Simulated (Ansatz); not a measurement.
**Ga: pressure up to the limit of the methods**

Aim: compress Ga (omega type) step by step, far beyond the usual range, and follow pressure and electronic structure. Methods of the runs shown: LAPW, crystal datasets and norm-conserving. Companion runs by PAW are cited. Its runs: the reference run (LAPW); volume scaled by 1 (crystal datasets and norm-conserving); volume scaled by 0.85 (LAPW); volume scaled by 0.75 (LAPW, crystal datasets and norm-conserving); volume scaled by 0.55 (LAPW and norm-conserving); volume scaled by 0.4 (LAPW, crystal datasets and norm-conserving).

Program: Ansatz 0.2.0. Level of theory: DFT PBE, with the methods named in each step. These are calculated values, not measurements.

1 further run of the same task is left out (it didn't finish).

### Step 1. The starting structure

It takes space group P6/mmm (No. 191, hexagonal). Conventional cell: a = 4.693 Å, b = 4.693 Å, c = 3.034 Å, α = 90.00°, β = 90.00°, γ = 120.00°. Ga (site symmetry 6/mmm) has 14 Ga at 3.03 to 3.11 Å as nearest neighbours. Ga (site symmetry -6m2) is surrounded by 11 Ga at 2.71 to 3.11 Å.

As a file:

```cif
data_structure
_symmetry_space_group_name_H-M 'P6/mmm'
_symmetry_Int_Tables_number 191
_cell_length_a 4.6934
_cell_length_b 4.6934
_cell_length_c 3.0343
_cell_angle_alpha 90.000
_cell_angle_beta 90.000
_cell_angle_gamma 120.000
_cell_volume 57.89
loop_
_atom_site_label
_atom_site_type_symbol
_atom_site_symmetry_multiplicity
_atom_site_Wyckoff_symbol
_atom_site_fract_x
_atom_site_fract_y
_atom_site_fract_z
_atom_site_occupancy
Ga1 Ga 1 a 0.00000 0.00000 0.00000 1
Ga2 Ga 2 d 0.33333 0.66667 0.50000 1
```

The file gives the conventional cell by its symmetry; the runs use the cell typed in the input.

Whether this phase is the stable one at these pressures isn't tested.

Atoms are numbered in the order of the input: Ga1, Ga2, Ga3.

### Step 2. The reference volume, LAPW

Input file input.yaml:

```yaml
crystal:
  lattice:
    - [4.6934052896, 0.0, 0.0]
    - [-2.3467026448, 4.0646082111, 0.0]
    - [0.0, 0.0, 3.0343092464]
  atoms:
    - { symbol: Ga, position: [0.0, 0.0, 0.0] }
    - { symbol: Ga, position: [0.3333333333, 0.6666666667, 0.5] }
    - { symbol: Ga, position: [0.6666666667, 0.3333333333, 0.5] }
kpoints:
  mp_grid: { grid: [8, 8, 10] }
  band_path:
    path:
      - [0.0, 0.0, 0.0]
      - [0.5, 0.0, 0.0]
      - [0.3333333333, 0.3333333333, 0.0]
      - [0.0, 0.0, 0.0]
      - [0.0, 0.0, 0.5]
      - [0.5, 0.0, 0.5]
      - [0.3333333333, 0.3333333333, 0.5]
      - [0.0, 0.0, 0.5]
      - [0.5, 0.0, 0.5]
    npoints: 14
scf:
  occupations: { method: fermi_dirac, width: 0.05 }
hamiltonian:
  xc: pbe
  pseudopotentials: { kind: all_electron, lapw: { basis_error: 0.001 } }
output:
  forces: true
  stress: true
  eigenvalues: true
  populations: true
  dos: { projected: true, de: 0.2, e_range: [-14, 8] }
```

Started as:

```
> ansatz run input.yaml --threads 1 --pin off --max-ram 3072MiB --backend cpu --events-out ev --progress --plain --runs-dir out
```

### Step 3. Volume scaled by 1, crystal datasets

Input file input.yaml:

```yaml
crystal:
  lattice:
    - [4.6934052896, 0.0, 0.0]
    - [-2.3467026448, 4.0646082111, 0.0]
    - [0.0, 0.0, 3.0343092464]
  atoms:
    - { symbol: Ga, position: [0.0, 0.0, 0.0] }
    - { symbol: Ga, position: [0.3333333333, 0.6666666667, 0.5] }
    - { symbol: Ga, position: [0.6666666667, 0.3333333333, 0.5] }
kpoints:
  mp_grid: { grid: [8, 8, 10] }
scf:
  occupations: { method: fermi_dirac, width: 0.05 }
hamiltonian:
  xc: pbe
  pseudopotentials: { kind: all_electron, datasets: crystal }
output:
  forces: true
  stress: true
  eigenvalues: true
```

### Step 4. Volume scaled by 1, norm-conserving

Edit input.yaml of step 3 so:

```diff
@@ -15,3 +15,3 @@
   xc: pbe
-  pseudopotentials: { kind: all_electron, datasets: crystal }
+  pseudopotentials: { kind: nc }
 output:
```

### Step 5. Volume scaled by 0.85, LAPW

Edit input.yaml of step 4 so:

```diff
@@ -2,5 +2,5 @@
   lattice:
-    - [4.6934052896, 0.0, 0.0]
-    - [-2.3467026448, 4.0646082111, 0.0]
-    - [0.0, 0.0, 3.0343092464]
+    - [4.4944606958, 0.0, 0.0]
+    - [-2.2472303479, 3.8923171389, 0.0]
+    - [0.0, 0.0, 2.8125464874]
   atoms:
@@ -15,3 +15,3 @@
   xc: pbe
-  pseudopotentials: { kind: nc }
+  pseudopotentials: { kind: all_electron, lapw: { basis_error: 0.001 } }
 output:
@@ -20 +20,2 @@
   eigenvalues: true
+  populations: true
```

### Step 6. Volume scaled by 0.75, LAPW

Edit input.yaml of step 5 so:

```diff
@@ -2,5 +2,5 @@
   lattice:
-    - [4.4944606958, 0.0, 0.0]
-    - [-2.2472303479, 3.8923171389, 0.0]
-    - [0.0, 0.0, 2.8125464874]
+    - [4.3288670124, 0.0, 0.0]
+    - [-2.1644335062, 3.7489088024, 0.0]
+    - [0.0, 0.0, 2.6751536601]
   atoms:
```

### Step 7. Volume scaled by 0.75, crystal datasets

Edit input.yaml of step 6 so:

```diff
@@ -15,3 +15,3 @@
   xc: pbe
-  pseudopotentials: { kind: all_electron, lapw: { basis_error: 0.001 } }
+  pseudopotentials: { kind: all_electron, datasets: crystal }
 output:
@@ -20,2 +20 @@
   eigenvalues: true
-  populations: true
```

### Step 8. Volume scaled by 0.75, norm-conserving

Edit input.yaml of step 7 so:

```diff
@@ -15,3 +15,3 @@
   xc: pbe
-  pseudopotentials: { kind: all_electron, datasets: crystal }
+  pseudopotentials: { kind: nc }
 output:
```

### Step 9. Volume scaled by 0.55, LAPW

Input file input.yaml:

```yaml
crystal:
  lattice:
    - [3.90797882, 0.0, 0.0]
    - [-1.95398941, 3.3844089355, 0.0]
    - [0.0, 0.0, 2.4071006177]
  atoms:
    - { symbol: Ga, position: [0.0, 0.0, 0.0] }
    - { symbol: Ga, position: [0.3333333333, 0.6666666667, 0.5] }
    - { symbol: Ga, position: [0.6666666667, 0.3333333333, 0.5] }
kpoints:
  mp_grid: { grid: [8, 8, 10] }
  band_path:
    path:
      - [0.0, 0.0, 0.0]
      - [0.5, 0.0, 0.0]
      - [0.3333333333, 0.3333333333, 0.0]
      - [0.0, 0.0, 0.0]
      - [0.0, 0.0, 0.5]
      - [0.5, 0.0, 0.5]
      - [0.3333333333, 0.3333333333, 0.5]
      - [0.0, 0.0, 0.5]
      - [0.5, 0.0, 0.5]
    npoints: 8
scf:
  occupations: { method: fermi_dirac, width: 0.05 }
hamiltonian:
  xc: pbe
  pseudopotentials: { kind: all_electron, lapw: { basis_error: 0.001 } }
output:
  forces: true
  stress: true
  eigenvalues: true
  populations: true
  dos: { projected: true, de: 0.2, e_range: [-14, 8] }
```

### Step 10. Volume scaled by 0.55, norm-conserving

Input file input.yaml:

```yaml
crystal:
  lattice:
    - [3.90797882, 0.0, 0.0]
    - [-1.95398941, 3.3844089355, 0.0]
    - [0.0, 0.0, 2.4071006177]
  atoms:
    - { symbol: Ga, position: [0.0, 0.0, 0.0] }
    - { symbol: Ga, position: [0.3333333333, 0.6666666667, 0.5] }
    - { symbol: Ga, position: [0.6666666667, 0.3333333333, 0.5] }
kpoints:
  mp_grid: { grid: [8, 8, 10] }
scf:
  occupations: { method: fermi_dirac, width: 0.05 }
hamiltonian:
  xc: pbe
  pseudopotentials: { kind: nc }
output:
  forces: true
  stress: true
  eigenvalues: true
```

### Step 11. Volume scaled by 0.4, LAPW

Input file input.yaml:

```yaml
crystal:
  lattice:
    - [3.530414787, 0.0, 0.0]
    - [-1.7652073935, 3.0574288914, 0.0]
    - [0.0, 0.0, 2.1450848808]
  atoms:
    - { symbol: Ga, position: [0.0, 0.0, 0.0] }
    - { symbol: Ga, position: [0.3333333333, 0.6666666667, 0.5] }
    - { symbol: Ga, position: [0.6666666667, 0.3333333333, 0.5] }
kpoints:
  mp_grid: { grid: [8, 8, 10] }
  band_path:
    path:
      - [0.0, 0.0, 0.0]
      - [0.5, 0.0, 0.0]
      - [0.3333333333, 0.3333333333, 0.0]
      - [0.0, 0.0, 0.0]
      - [0.0, 0.0, 0.5]
      - [0.5, 0.0, 0.5]
      - [0.3333333333, 0.3333333333, 0.5]
      - [0.0, 0.0, 0.5]
      - [0.5, 0.0, 0.5]
    npoints: 8
scf:
  occupations: { method: fermi_dirac, width: 0.05 }
hamiltonian:
  xc: pbe
  pseudopotentials: { kind: all_electron, lapw: { basis_error: 0.001 } }
output:
  forces: true
  stress: true
  eigenvalues: true
  populations: true
  dos: { projected: true, de: 0.2, e_range: [-14, 8] }
```

### Step 12. Volume scaled by 0.4, crystal datasets

Input file input.yaml:

```yaml
crystal:
  lattice:
    - [3.530414787, 0.0, 0.0]
    - [-1.7652073935, 3.0574288914, 0.0]
    - [0.0, 0.0, 2.1450848808]
  atoms:
    - { symbol: Ga, position: [0.0, 0.0, 0.0] }
    - { symbol: Ga, position: [0.3333333333, 0.6666666667, 0.5] }
    - { symbol: Ga, position: [0.6666666667, 0.3333333333, 0.5] }
kpoints:
  mp_grid: { grid: [8, 8, 10] }
scf:
  occupations: { method: fermi_dirac, width: 0.05 }
hamiltonian:
  xc: pbe
  pseudopotentials: { kind: all_electron, datasets: crystal }
output:
  forces: true
  stress: true
  eigenvalues: true
```

### Step 13. Volume scaled by 0.4, norm-conserving

Edit input.yaml of step 12 so:

```diff
@@ -15,3 +15,3 @@
   xc: pbe
-  pseudopotentials: { kind: all_electron, datasets: crystal }
+  pseudopotentials: { kind: nc }
 output:
```

(Steps that only read results are left out.)

What does the calculation give? Wanted: LAPW pressure at 0.4 of the volume; PAW pressure at 0.4 of the volume; PAW; crystal datasets pressure at 0.4 of the volume; norm-conserving pressure at 0.4 of the volume; fitted bulk modulus at zero pressure.

As calculated:

```
                                          quantity      value
                LAPW pressure at 0.4 of the volume  393.3 GPa
                 PAW pressure at 0.4 of the volume  393.2 GPa
PAW (level accurate) pressure at 0.4 of the volume  393.4 GPa
    crystal datasets pressure at 0.4 of the volume  393.3 GPa
     norm-conserving pressure at 0.4 of the volume  395.9 GPa
       fitted bulk modulus at zero pressure (LAPW)     51 GPa
                           its pressure derivative       4.55
```

In words: At 0.4 of the starting volume LAPW gives 393 GPa. One third-order Birch-Murnaghan curve follows these points (B₀ = 51 GPa, B′ = 4.55, misfit at most 1.04 GPa). A fit over so wide a range leans to the high pressures, so B₀ can be off by several per cent. Where LAPW's pressure is over 3 GPa, PAW's departs from it by at most 0.3 %, at 0.85 of the volume. The ions are at rest, and the electrons smeared by 0.05 eV.
